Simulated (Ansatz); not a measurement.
**Cd: response to strain**

Cd is deformed so: equal xy, yz and zx engineering shear strains of -3 %. What stress and forces result, by LAPW, PAW and all-electron datasets made for the crystal?

Program: Ansatz 0.2.0. Level of theory: DFT PBE, scalar-relativistic. These are calculated values, not measurements.

### Step 1. The system as given

Symmetry: P6_3/mmc, No. 194, hexagonal system. Conventional cell: a = 2.979 Å, b = 2.979 Å, c = 5.618 Å, α = 90.00°, β = 90.00°, γ = 120.00°. Around Cd (site symmetry -6m2) lie 12 Cd at 2.98 to 3.29 Å.

Coordinates:

```cif
data_structure
_symmetry_space_group_name_H-M 'P6_3/mmc'
_symmetry_Int_Tables_number 194
_cell_length_a 2.9789
_cell_length_b 2.9789
_cell_length_c 5.6177
_cell_angle_alpha 90.000
_cell_angle_beta 90.000
_cell_angle_gamma 120.000
_cell_volume 43.17
loop_
_atom_site_label
_atom_site_type_symbol
_atom_site_symmetry_multiplicity
_atom_site_Wyckoff_symbol
_atom_site_fract_x
_atom_site_fract_y
_atom_site_fract_z
_atom_site_occupancy
Cd1 Cd 2 c 0.33333 0.66667 0.25000 1
```

The file gives the conventional cell by its symmetry; the runs use the cell typed in the input.

Atoms are numbered in the order of the input: Cd1, Cd2.

### Step 2. The deformed structure

Space group P6_3/mmc before, P-1 after.

### Step 3. LAPW, all electrons

input.yaml reads:

```yaml
crystal:
  lattice:
    - [2.9788725081, -0.0446830876, -0.0446830876]
    - [-1.528132943, 2.6021208104, -0.0163551452]
    - [-0.08426475, -0.08426475, 5.61765]
  atoms:
    - { symbol: Cd, position: [0.3333333333, 0.6666666667, 0.25] }
    - { symbol: Cd, position: [0.6666666667, 0.3333333333, 0.75] }
kpoints:
  mp_grid: { grid: [14, 14, 7] }
  band_path:
    path:
      - [0.0, 0.0, 0.0]
      - [0.0, 0.0, 0.5]
      - [-0.5, 0.5, 0.0]
      - [0.0, 0.0, 0.0]
      - [0.0, -0.5, 0.0]
      - [-0.5, 0.0, 0.5]
      - [0.0, 0.0, 0.0]
      - [-0.5, 0.0, 0.0]
      - [0.0, -0.5, 0.5]
    npoints: 5
scf:
  occupations: { method: fermi_dirac, width: 0.05 }
hamiltonian:
  xc: pbe
  pseudopotentials: { kind: all_electron, lapw: { basis_error: 0.00025 } }
output:
  forces: true
  stress: true
  eigenvalues: true
```

On the command line:

```bash
ansatz run input.yaml --threads 1 --pin off --max-ram 3072MiB --backend cpu --events-out ev --progress --plain --runs-dir out
```

### Step 4. PAW with frozen cores

input.yaml reads:

```yaml
crystal:
  lattice:
    - [2.9788725081, -0.0446830876, -0.0446830876]
    - [-1.528132943, 2.6021208104, -0.0163551452]
    - [-0.08426475, -0.08426475, 5.61765]
  atoms:
    - { symbol: Cd, position: [0.3333333333, 0.6666666667, 0.25] }
    - { symbol: Cd, position: [0.6666666667, 0.3333333333, 0.75] }
kpoints:
  mp_grid: { grid: [14, 14, 7] }
scf:
  occupations: { method: fermi_dirac, width: 0.05 }
hamiltonian:
  xc: pbe
  pseudopotentials: { kind: paw }
output:
  forces: true
  stress: true
  eigenvalues: true
  efg: { contact_densities: true }
```

### Step 5. All-electron PAW on datasets made for the crystal

Changes to input.yaml since step 4:

```diff
@@ -14,3 +14,3 @@
   xc: pbe
-  pseudopotentials: { kind: paw }
+  pseudopotentials: { kind: all_electron, datasets: crystal }
 output:
```

(Steps that only read results are left out.)

Q: Predict the outcome of this session. Wanted: pressure; largest shear or deviatoric stress.

As calculated:

| quantity | value |
| --- | --- |
| pressure | LAPW 3.17, PAW 3.16, crystal datasets 3.17 GPa |
| largest shear or deviatoric stress (LAPW) | 0.73 GPa |

**Reading.** The largest part of the stress beyond the pressure is 0.73 GPa in size, in the xy component; the atoms are carried along and not relaxed. No run of the undeformed cell stands beside it, so the pressure holds what the given cell had before the change. PAW: stress within 0.01 GPa of LAPW. Crystal datasets: stress within 0.01 GPa of LAPW.
